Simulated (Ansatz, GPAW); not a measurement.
This is a calculation of W (Tungsten) for Ansatz 0.2.0. 

The input input.yaml:

```yaml
crystal:
  lattice:
    - [-1.582345, 1.582345, 1.582345]
    - [1.582345, -1.582345, 1.582345]
    - [1.582345, 1.582345, -1.582345]
  atoms:
    - { symbol: W, position: [0.0, 0.0, 0.0] }
hamiltonian:
  xc: lda
  pseudopotentials: { kind: paw }
  hubbard: { sites: [{ species: W, l: d, u_eff: 6.0 }] }
kpoints:
  mp_grid: { grid: [12, 12, 12] }
scf:
  occupations: { method: fermi_dirac, width: 0.05 }
output:
  forces: true
  stress: true
  eigenvalues: true
  write_density: true
  write_potential: true
  elf: true
  volumetric_format: npy
```

Potentials or basis: Ansatz PAW.

Launch:

```console
$ ansatz run input.yaml --threads 2 --pin off --max-ram 5632MiB --backend cpu --events-out ev --progress --plain --runs-dir out
```

Task: Translate it to GPAW 26.7.0 (ASE script). Potentials or basis there: the program's PAW data sets (release 1.2.1) made for this functional, cutoff 600 eV.

Result: As run (cutoffs and basis follow the program's own potentials, and thresholds, step limits or extra output files can differ):

run.py

```python
from ase.dft.bandgap import bandgap
from ase.io import read, write
from ase.units import GPa
from gpaw import GPAW, PW

atoms = read('W.xyz')

calc = GPAW(mode=PW(600),
            xc='LDA',
            kpts={'size': (12, 12, 12), 'gamma': True},
            occupations={'name': 'fermi-dirac', 'width': 0.05},
            setups={'W': ':d,6.0'},
            nbands=16,
            convergence={'density': 1e-05, 'energy': 1e-05},
            maxiter=150,
            txt='gpaw.txt')
atoms.calc = calc
energy = atoms.get_potential_energy()
forces = atoms.get_forces()
stress = atoms.get_stress()
calc.write('gs.gpw')
write('result.traj', atoms)
print(f'Energy: {energy:.6f} eV')
print('Forces (eV/A):')
print(forces.round(4))
print('Stress (GPa):', (stress / GPa).round(3))
print('Fermi level:', round(calc.get_fermi_level(), 4), 'eV')
print(f'Gap: {bandgap(calc)[0]:.4f} eV, direct: {bandgap(calc, direct=True)[0]:.4f} eV')
```

W.xyz

```xyz
1
Lattice="-1.5823450000 1.5823450000 1.5823450000 1.5823450000 -1.5823450000 1.5823450000 1.5823450000 1.5823450000 -1.5823450000" Properties=species:S:1:pos:R:3 pbc="T T T"
W      0.0000000000      0.0000000000      0.0000000000
```

Potentials or basis: the program's PAW data sets (release 1.2.1) made for this functional, pw.

Run with:

```console
$ OMP_NUM_THREADS=1 python run.py
```

Both were run:

|  | Ansatz | GPAW |
| --- | --- | --- |
| Pressure | -3.5 GPa | 2.7 GPa |

Ansatz's pressure holds a Pulay term of +0.04 GPa for its cutoff of 420 eV, which the other run lacks.

Ansatz's potentials were made for PBE.

Where Ansatz's input types no cutoff or centring, it takes its own default and a Γ-centred mesh.

The two programs' LDA may be different fits to the electron gas.

The two runs disagree by more than potentials and bases usually give (in gap, levels, pressure or energy); the cause wasn't traced.

How U acts hangs on each program's projectors.

Pressure is positive in compression.
